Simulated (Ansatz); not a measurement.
Input of an Ansatz 0.2.0 run:

Contents of input.yaml:

```yaml
crystal:
  lattice:
    - [-1.65128, 1.65128, 1.65128]
    - [1.65128, -1.65128, 1.65128]
    - [1.65128, 1.65128, -1.65128]
  atoms:
    - { symbol: Ta, position: [0.0, 0.0, 0.0] }
kpoints:
  mp_grid: { grid: [8, 8, 8] }
  band_path:
    path:
      - [0.0, 0.0, 0.0]
      - [0.5, -0.5, 0.5]
      - [0.0, 0.0, 0.5]
      - [0.0, 0.0, 0.0]
      - [0.25, 0.25, 0.25]
      - [0.5, -0.5, 0.5]
    npoints: 12
scf:
  occupations: { method: fermi_dirac, width: 0.05 }
hamiltonian:
  xc: pbe
  pseudopotentials: { kind: all_electron, lapw: { basis_error: 0.001 } }
magnetization:
  noncollinear: true
  spin_orbit: true
output:
  forces: true
  stress: true
  eigenvalues: true
```

Potentials or basis: all-electron LAPW, relativistic spinors.

Command:

```console
$ ansatz run input.yaml --threads 1 --pin off --max-ram 3072MiB --backend cpu --events-out ev --progress --plain --runs-dir out
```

Q: Estimate the band gap along the path.

A: None (metal or under the smearing width).

Q: Predict the pressure.

A: 1.0 GPa.

Levels at the corners of the path, in eV from the Fermi level:
| point | band 39 | band 40 | band 41 | band 42 | band 43 | band 44 | band 45 | band 46 |
| --- | --- | --- | --- | --- | --- | --- | --- | --- |
| Γ | -7.89 | -7.89 | 0.60 | 0.60 | 0.60 | 0.60 | 1.02 | 1.02 |
| H | -3.80 | -3.80 | -3.80 | -3.80 | 6.68 | 6.68 | 6.68 | 6.68 |
| N | -4.36 | -4.36 | -1.53 | -1.53 | 1.49 | 1.49 | 3.91 | 3.91 |
| Γ | -7.89 | -7.89 | 0.60 | 0.60 | 0.60 | 0.60 | 1.02 | 1.02 |
| P | -1.68 | -1.68 | -1.03 | -1.03 | -1.03 | -1.03 | 5.14 | 5.14 |
| H | -3.80 | -3.80 | -3.80 | -3.80 | 6.68 | 6.68 | 6.68 | 6.68 |

Caveat: the k mesh is thin for a metal, which can move the energy by tens of meV per atom.
